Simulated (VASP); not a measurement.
# Ti (P6_3/mmc) in VASP: further runs

One crystal, Ti, is run at these levels: optB86b-vdW, r2SCAN; tasks: elastic constants, equation of state.

Everything below comes from runs of VASP 6.6.1. Logs are shortened: lines on timing, memory, paths and dates and some standing lists are left out, and cuts for length are marked.

## (1) The structure

The structure is hexagonal, space group P6_3/mmc (No. 194). Conventional cell: a = 2.950 Å, b = 2.950 Å, c = 4.680 Å, α = 90.00°, β = 90.00°, γ = 120.00°. Ti (site symmetry -6m2) has 12 Ti at 2.89 to 2.95 Å as nearest neighbours.

## (2) Elastic constants, optB86b-vdW

The input, POSCAR:

```
Ti
2.95
    1.000000000000      0.000000000000      0.000000000000
   -0.500000000000      0.866025403797      0.000000000000
    0.000000000000      0.000000000000      1.586440677966
Ti
2
Direct
    0.6666666667      0.3333333333      0.7500000000
    0.3333333333      0.6666666667      0.2500000000
```

The input, INCAR.step1:

```
  PREC = Accurate
  ENCUT = 600
  EDIFF = 1E-8
  ISMEAR = 1
  SIGMA = 0.1
  LREAL = F
  LASPH = T
  NELM = 100
  ALGO = Normal
  ISIF = 3
  LWAVE = F
  LCHARG = F
  GGA = MK
  LUSE_VDW = T
  AGGAC = 0.0
  PARAM1 = 0.1234
  PARAM2 = 1.0
  IBRION = 2
  NSW = 40
  EDIFFG = -0.002
```

The input, INCAR.step2:

```
  PREC = Accurate
  ENCUT = 600
  EDIFF = 1E-8
  ISMEAR = 1
  SIGMA = 0.1
  LREAL = F
  LASPH = T
  NELM = 100
  ALGO = Normal
  ISIF = 3
  LWAVE = F
  LCHARG = F
  GGA = MK
  LUSE_VDW = T
  AGGAC = 0.0
  PARAM1 = 0.1234
  PARAM2 = 1.0
  IBRION = 6
  NFREE = 2
  POTIM = 0.015
  NSW = 1
```

The input, KPOINTS:

```
regular mesh
0
Gamma
  7 7 5
```

Potentials or basis: VASP PAW PBE potentials, release 54 (Ti_sv).

On the command line:

```console
$ cat potpaw_PBE.54/Ti_sv/POTCAR > POTCAR
$ cp INCAR.step1 INCAR
$ mpirun -np 1 vasp_std > vasp.out
$ cp CONTCAR POSCAR
$ cp INCAR.step2 INCAR
$ mpirun -np 1 vasp_std > vasp.out
```

OUTCAR:

```text
PREC = Accurate
   ENCUT = 600
   EDIFF = 1E-8
   ISMEAR = 1
   LREAL = F
   LASPH = T
   NELM = 100
   ISIF = 3
   GGA = MK
   IBRION = 6
   NFREE = 2
   POTIM = 0.015
   NSW = 1

 ion  position               nearest neighbor table
   1  0.667  0.333  0.750-   2 2.87   2 2.87   2 2.87   2 2.87   2 2.87   2 2.87
   2  0.333  0.667  0.250-   1 2.87   1 2.87   1 2.87   1 2.87   1 2.87   1 2.87

  LATTYP: Found a hexagonal cell.
 ALAT       =     2.9012827831
 C/A-ratio  =     1.6043046448

  Lattice vectors:

 A1 = (   2.9012827831,   0.0000000000,   0.0000000000)
 A2 = (  -1.4506413915,   2.5125845938,   0.0000000000)
 A3 = (   0.0000000000,   0.0000000000,   4.6545414447)

Analysis of symmetry for initial positions (statically):
=====================================================================
 Subroutine PRICEL returns:
 Original cell was already a primitive cell.

 Routine SETGRP: Setting up the symmetry group for a
 hexagonal supercell.

 Subroutine GETGRP returns: Found 24 space group operations
 (whereof 12 operations were pure point group operations)
 out of a pool of 24 trial point group operations.

The static configuration has the point symmetry D_3d.
 The point group associated with its full space group is D_6h.

Analysis of symmetry for dynamics (positions and initial velocities):
=====================================================================
 Subroutine PRICEL returns:
 Original cell was already a primitive cell.

 Routine SETGRP: Setting up the symmetry group for a
 hexagonal supercell.

 Subroutine GETGRP returns: Found 24 space group operations
 (whereof 12 operations were pure point group operations)
 out of a pool of 24 trial point group operations.

The dynamic configuration has the point symmetry D_3d.
 The point group associated with its full space group is D_6h.

 Subroutine INISYM returns: Found 24 space group operations
 (whereof 12 operations are pure point group operations),
 and found     1 'primitive' translations

----------------------------------------------------------------------------------------

                                     Primitive cell

  volume of cell :      33.9303

  direct lattice vectors                    reciprocal lattice vectors
     2.901282783  0.000000000  0.000000000     0.344675123  0.198998275  0.000000000
    -1.450641392  2.512584594  0.000000000     0.000000000  0.397996550  0.000000000
     0.000000000  0.000000000  4.654541445     0.000000000  0.000000000  0.214843935

  length of vectors
     2.901282783  2.901282783  4.654541445     0.397996550  0.397996550  0.214843935

  position of ions in fractional coordinates (direct lattice)
     0.666666667  0.333333333  0.750000000
     0.333333333  0.666666667  0.250000000

  ion indices of the primitive-cell ions
   primitive index   ion index
                 1           1
                 2           2

----------------------------------------------------------------------------------------

 KPOINTS: regular mesh

Automatic generation of k-mesh.
 Grid dimensions read from file:
 generate k-points for:    7    7    5

 Generating k-lattice:

  Cartesian coordinates                     Fractional coordinates (reciprocal lattice)
     0.049239303  0.028428325  0.000000000     0.142857143  0.000000000  0.000000000
[... 114 lines left out ...]

  FORCE on cell =-STRESS in cart. coord.  units (eV):
  Direction    XX          YY          ZZ          XY          YZ          ZX
  --------------------------------------------------------------------------------------
  -------------------------------------------------------------------------------------
  Total       -0.0003381     -0.0003381      0.0007191      0.0000000      0.0000000      0.0000000
  in kB       -0.0159651     -0.0159651      0.0339556      0.0000000      0.0000000      0.0000000
  external PRESSURE =       0.0006751 kB  Pullay stress =       0.0000000 kB
[... 97 lines left out ...]
  energy  without entropy=      -10.0573134772  energy(sigma->0) =      -10.05716387

Total vdW correction in eV:      3.8652042

[... ionic steps 4 to 14 ...]

--------------------------------------- Ionic step       15  -------------------------------------------

 number of electron      23.9999993 magnetization

------------------------ aborting loop because EDIFF is reached ----------------------------------------
[... 71 lines left out ...]
--------------------------------------- Ionic step       17  -------------------------------------------

 number of electron      23.9999994 magnetization

 Free energy of the ion-electron system (eV)
  ---------------------------------------------------
  ext. energy  EPLUGINS =         0.00000000
  ---------------------------------------------------
  free energy    TOTEN  =       -10.06133474 eV

  energy without entropy =      -10.06150556  energy(sigma->0) =      -10.06139168

 E-fermi :   8.5505     XC(G=0): -11.6870

 val. band max:        8.5200115350   @ k =   0.0000   0.1429   0.4000
 cond. band min:       8.5858723252   @ k =   0.4286   0.1429   0.4000
 fundamental gap:      0.0658607902
 Fermi energy:         8.5505440906

 k-point     1 :       0.0000    0.0000    0.0000
  band No.  band energies     occupation
      1     -48.1639      2.00000
      2     -48.0179      2.00000
      3     -24.8785      2.00000
      4     -24.1887      2.00000
      5     -24.1887      2.00000
      6     -24.1302      2.00000
[... 433 lines left out ...]
      3     -24.6951      2.00000
      4     -24.6818      2.00000
      5     -24.4909      2.00000
      6     -24.4304      2.00000
[... 8 lines left out ...]
     15       9.9230     -0.00000
     16      10.4386     -0.00000

 [... further k-points ...]

------------------------ aborting loop because EDIFF is reached ----------------------------------------

  FORCE on cell =-STRESS in cart. coord.  units (eV):
  Direction    XX          YY          ZZ          XY          YZ          ZX
  --------------------------------------------------------------------------------------
  -------------------------------------------------------------------------------------
  Total        0.0042088      0.0042088     -0.0040275      0.0000000     -0.0000000      0.0000000
  in kB        0.1987384      0.1987384     -0.1901750      0.0000000     -0.0000000      0.0000000
  external PRESSURE =       0.0691006 kB  Pullay stress =       0.0000000 kB
[... 21 lines left out ...]
  energy  without entropy=      -10.0615055558  energy(sigma->0) =      -10.06139168

Total vdW correction in eV:      3.8794739

 INTERNAL STRAIN TENSORS FROM STRAINED CELLS
 ============================================

 INTERNAL STRAIN TENSOR FOR ION    1 for displacements in x,y,z  (eV/Angst):
          X           Y           Z          XY          YZ          ZX
  --------------------------------------------------------------------------------
  x    -0.00000    -0.00000     0.00000     2.68379     0.00000     0.00000
  y     2.65879    -2.65628     0.00000     0.00017     0.00016    -0.00035
  z    -0.00000     0.00000     0.00000    -0.00000    -0.00140     0.00000

 INTERNAL STRAIN TENSORS FROM DISPLACED ATOMS
 ============================================

 INTERNAL STRAIN TENSOR FOR ION    1 for displacements in x,y,z  (eV/Angst):
          X           Y           Z          XY          YZ          ZX
  --------------------------------------------------------------------------------
  x     0.00000     0.00000     0.00000     2.81954     0.00000     0.00000
  y     2.81954    -2.81954    -0.00000     0.00000     0.00000     0.00000
  z     0.00000    -0.00000     0.00000     0.00000     0.00000     0.00000

 INTERNAL STRAIN TENSOR FOR ION    2 for displacements in x,y,z  (eV/Angst):
          X           Y           Z          XY          YZ          ZX
  --------------------------------------------------------------------------------
  x     0.00000     0.00000     0.00000    -2.81954     0.00000     0.00000
  y    -2.81954     2.81954     0.00000     0.00000     0.00000     0.00000
  z    -0.00000     0.00000    -0.00000     0.00000     0.00000     0.00000

 Eigenvectors and eigenvalues of the dynamical matrix
 ----------------------------------------------------

   1 f  =    5.095125 THz    32.013617 2PiTHz  169.955088 cm-1    21.071736 meV
             X         Y         Z           dx          dy          dz
      1.450641  0.837528  3.490906     0.000000    0.000000   -0.707107
     -0.000000  1.675056  1.163635     0.000000    0.000000    0.707107
[... 11 lines left out ...]
   4 f  =    0.000000 THz     0.000000 2PiTHz    0.000002 cm-1     0.000000 meV
             X         Y         Z           dx          dy          dz
      1.450641  0.837528  3.490906    -0.058689    0.704667    0.000000
     -0.000000  1.675056  1.163635    -0.058689    0.704667    0.000000

   5 f/i=    0.000000 THz     0.000000 2PiTHz    0.000001 cm-1     0.000000 meV
             X         Y         Z           dx          dy          dz
      1.450641  0.837528  3.490906     0.000000   -0.000000    0.707107
     -0.000000  1.675056  1.163635     0.000000    0.000000    0.707107

   6 f/i=    0.000000 THz     0.000000 2PiTHz    0.000001 cm-1     0.000000 meV
             X         Y         Z           dx          dy          dz
      1.450641  0.837528  3.490906    -0.704667   -0.058689   -0.000000
     -0.000000  1.675056  1.163635    -0.704667   -0.058689    0.000000

--------------------------------------------------------------------------------------------------------

 ELASTIC MODULI CONTR FROM IONIC RELAXATION (kBar)
 Direction    XX          YY          ZZ          XY          YZ          ZX
 --------------------------------------------------------------------------------
 XX        -262.6671    262.6671      0.0000     -0.0000      0.0000      0.0000
 YY         262.6671   -262.6671     -0.0000      0.0000      0.0000      0.0000
 ZZ           0.0000     -0.0000     -0.0000      0.0000      0.0000      0.0000
 XY          -0.0000      0.0000      0.0000   -262.6671      0.0000      0.0000
 YZ           0.0000      0.0000      0.0000      0.0000      0.0000      0.0000
 ZX           0.0000      0.0000      0.0000      0.0000      0.0000      0.0000
 --------------------------------------------------------------------------------

 TOTAL ELASTIC MODULI (kBar)
 Direction    XX          YY          ZZ          XY          YZ          ZX
 --------------------------------------------------------------------------------
 XX        1600.4212    926.4890    837.6601     -0.0000     -0.0000      0.0000
 YY         926.4890   1600.4212    837.6601      0.0000      0.0000     -0.0000
 ZZ         837.6601    837.6601   2020.3784     -0.0000      0.0000      0.0000
 XY          -0.0000      0.0000     -0.0000    336.9661      0.0000      0.0000
 YZ          -0.0000      0.0000      0.0000     -0.0000    353.0669      0.0000
 ZX           0.0000     -0.0000      0.0000      0.0000      0.0000    353.0668
 --------------------------------------------------------------------------------
```

Wall time 26 min (1 thread of Intel Xeon Platinum 8488C (Sapphire Rapids), shared host); peak memory 0.38 GiB.

What came out:

```yaml
Relaxed_volume: 16.97 Å³/atom
Relaxed_cell: a = 2.901 Å, b = 2.901 Å, c = 4.655 Å, α = 90.00°, β = 90.00°, γ = 120.00°
Space_group_after_relaxing_to_0.05_Å: P6_3/mmc (No. 194)
Voigt_bulk_modulus: 116 GPa
Highest_phonon_frequency_at_Γ: 170 cm⁻¹
```

The path:
```tsv
step	energy change (eV)	largest force (eV/Å)	pressure (GPa)	volume (Å³)
1	0.0000	0.0000	-4.13	35.27
2	-0.0080	0.0000	3.45	33.00
3	-0.0178	0.0000	0.03	33.94
4	-0.0178	0.0000	0.12	33.92
5	-0.0183	0.0000	0.10	33.91
6	-0.0184	0.0000	0.08	33.91
7	-0.0184	0.0000	0.07	33.91
8	-0.0184	0.0000	-0.07	33.95
9	-0.0184	0.0000	0.00	33.93
```

Final structure:
```xyz
2
Lattice="2.9013 0.0000 0.0000 -1.4506 2.5126 0.0000 0.0000 0.0000 4.6545" Properties=species:S:1:pos:R:3 pbc="T T T"
Ti    1.4506    0.8375    3.4909
Ti    0.0000    1.6751    1.1636
```

Phonon frequencies in cm⁻¹ (negative: imaginary):
```csv
q point,frequencies
"(0.000, 0.000, 0.000)",0 0 0 127 127 170
```

Elastic tensor in Voigt notation (GPa, in the Cartesian axes of the cell as first typed):
```
160  93  84   0   0   0
 93 160  84   0   0   0
 84  84 202   0   0   0
  0   0   0  35   0   0
  0   0   0   0  35   0
  0   0   0   0   0  34
```

Clamped-ion elastic tensor (GPa):
```
186  66  84   0   0   0
 66 186  84   0   0   0
 84  84 202   0   0   0
  0   0   0  35   0   0
  0   0   0   0  35   0
  0   0   0   0   0  60
```

Caveat: the PAW data sets were made with another functional, which shifts forces and pressure a little.

## (3) Equation of state, r2SCAN, 16.66 Å³/atom (a relaxed cell with its volume scaled by 0.96)

The input, INCAR:

```
PREC = Accurate
ENCUT = 520
EDIFF = 1E-6
ISMEAR = -1
SIGMA = 0.05
LREAL = False
LASPH = True
NELM = 60
ALGO = Normal
ISIF = 2
LWAVE = False
LCHARG = False
METAGGA = R2SCAN
LMIXTAU = True
```

The input, KPOINTS:

```
regular mesh
0
Gamma
  8 8 6
```

The input, POSCAR:

```
Ti                                      
1.0
    2.8968664482     -0.0000000000      0.0000000000
   -1.4484332241      2.5087599355     -0.0000000000
    0.0000000000      0.0000000000      4.5858835945
  Ti            
     2
Direct
     0.6666666667000030    0.3333333332999970    0.7500000000000000
     0.3333333332999970    0.6666666667000030    0.2500000000000000
```

Potentials or basis: VASP PAW PBE potentials, release 64 (Ti_sv).

On the command line:

```console
$ cat potpaw_PBE.64/Ti_sv/POTCAR > POTCAR
$ mpirun -np 1 vasp_std > vasp.out
```

Run time: 63 s. Hardware: 1 thread of Intel Xeon Platinum 8488C (Sapphire Rapids), shared host; peak memory 0.16 GiB.

It converged, with:

* Free energy: -25.8918 eV
* Pressure: 5.1 GPa
* Band gap on the k mesh: none (metal or under the smearing width)

Caveat: the PAW data sets were made with another functional, which shifts forces and pressure a little.

## (4) Equation of state, r2SCAN, 17.01 Å³/atom (a relaxed cell with its volume scaled by 0.98)

INCAR is that of step 3.

KPOINTS is that of step 3.

The input, POSCAR:

```
Ti                                      
1.0
    2.9168454688     -0.0000000000      0.0000000000
   -1.4584227344      2.5260622750     -0.0000000000
    0.0000000000      0.0000000000      4.6175113774
  Ti            
     2
Direct
     0.6666666667000030    0.3333333332999970    0.7500000000000000
     0.3333333332999970    0.6666666667000030    0.2500000000000000
```

On the command line:

```console
$ cat potpaw_PBE.64/Ti_sv/POTCAR > POTCAR
$ mpirun -np 1 vasp_std > vasp.out
```

It took 59 s on 1 thread of Intel Xeon Platinum 8488C (Sapphire Rapids), shared host; peak memory 0.16 GiB.

Results (log left out):

```yaml
Free_energy: -25.9086 eV
Pressure: 2.4 GPa
Band_gap_on_the_k_mesh: none (metal or under the smearing width)
```

Caveat: the PAW data sets were made with another functional, which shifts forces and pressure a little.

## (5) Equation of state, r2SCAN, 17.36 Å³/atom

INCAR is that of step 4.

KPOINTS is that of step 4.

The input, POSCAR:

```
Ti                                      
1.0
    2.9365544820     -0.0000000000      0.0000000000
   -1.4682772410      2.5431307811     -0.0000000000
    0.0000000000      0.0000000000      4.6487117250
  Ti            
     2
Direct
     0.6666666667000030    0.3333333332999970    0.7500000000000000
     0.3333333332999970    0.6666666667000030    0.2500000000000000
```

On the command line:

```console
$ cat potpaw_PBE.64/Ti_sv/POTCAR > POTCAR
$ mpirun -np 1 vasp_std > vasp.out
```

Wall time 51 s (1 thread of Intel Xeon Platinum 8488C (Sapphire Rapids), shared host); peak memory 0.16 GiB.

Results (log left out):

- Free energy: -25.9142 eV
- Pressure: 0.0 GPa
- Band gap on the k mesh: none (metal or under the smearing width)

Caveat: the PAW data sets were made with another functional, which shifts forces and pressure a little.

## (6) Equation of state, r2SCAN, 17.71 Å³/atom (a relaxed cell with its volume scaled by 1.02)

INCAR is that of step 5.

KPOINTS is that of step 5.

The input, POSCAR:

```
Ti                                      
1.0
    2.9560024295     -0.0000000000      0.0000000000
   -1.4780012147      2.5599731976     -0.0000000000
    0.0000000000      0.0000000000      4.6794987926
  Ti            
     2
Direct
     0.6666666667000030    0.3333333332999970    0.7500000000000000
     0.3333333332999970    0.6666666667000030    0.2500000000000000
```

Potentials or basis: VASP PAW PBE potentials, release 64 (Ti_sv).

On the command line:

```console
$ cat potpaw_PBE.64/Ti_sv/POTCAR > POTCAR
$ mpirun -np 1 vasp_std > vasp.out
```

Wall time 56 s (1 thread of Intel Xeon Platinum 8488C (Sapphire Rapids), shared host); peak memory 0.17 GiB.

Results (log left out):

| Item | Value |
| --- | --- |
| Free energy | -25.9096 eV |
| Pressure | -2.3 GPa |
| Band gap on the k mesh | none (metal or under the smearing width) |

Caveat: the PAW data sets were made with another functional, which shifts forces and pressure a little.

## (7) Equation of state, r2SCAN, 18.05 Å³/atom (a relaxed cell with its volume scaled by 1.04)

INCAR is that of step 6.

KPOINTS is that of step 6.

The input, POSCAR:

```
Ti                                      
1.0
    2.9751977883     -0.0000000000      0.0000000000
   -1.4875988941      2.5765968660     -0.0000000000
    0.0000000000      0.0000000000      4.7098859998
  Ti            
     2
Direct
     0.6666666667000030    0.3333333332999970    0.7500000000000000
     0.3333333332999970    0.6666666667000030    0.2500000000000000
```

On the command line:

```console
$ cat potpaw_PBE.64/Ti_sv/POTCAR > POTCAR
$ mpirun -np 1 vasp_std > vasp.out
```

Wall time 64 s (1 thread of Intel Xeon Platinum 8488C (Sapphire Rapids), shared host); peak memory 0.16 GiB.

The run converged. Its results:

```
Free energy            : -25.8957 eV
Pressure               : -4.3 GPa
Band gap on the k mesh : none (metal or under the smearing width)
```

Caveat: the PAW data sets were made with another functional, which shifts forces and pressure a little.

## (8) Equation of state, r2SCAN

This run uses another cell than the first one, of 17.36 Å³/atom, 0.984 times its volume.

No new run: the results of the series are fitted here.

Results:

```yaml
Equilibrium_volume: 17.37 Å³/atom
Bulk_modulus_at_fixed_shape_and_positions: 117 GPa
Pressure_derivative_of_the_bulk_modulus: "3.5 (rough: it moves with the points fitted)"
```

Energy against volume, from the lowest point:
| volume (Å³/atom) | energy (meV/atom) |
| --- | --- |
| 16.664 | 11.24 |
| 17.011 | 2.83 |
| 17.358 | 0.00 |
| 17.706 | 2.29 |
| 18.053 | 9.24 |

Caveat: the cell was scaled at fixed shape and fractional positions, which overstates the stiffness of a crystal with free parameters, most of all of layers and chains; the PAW data sets were made with another functional, which shifts forces and pressure a little.

## (9) For comparison

An earlier run on the cell as given: functional PBE; potentials or basis VASP PAW PBE potentials, release 64 (Ti_sv); cutoff 520 eV; k mesh 10 × 10 × 6; occupations fermi-dirac, width 0.05 eV; no spin polarisation.

- Pressure: -1.7 GPa
- Band gap on the k mesh: none (metal or under the smearing width)
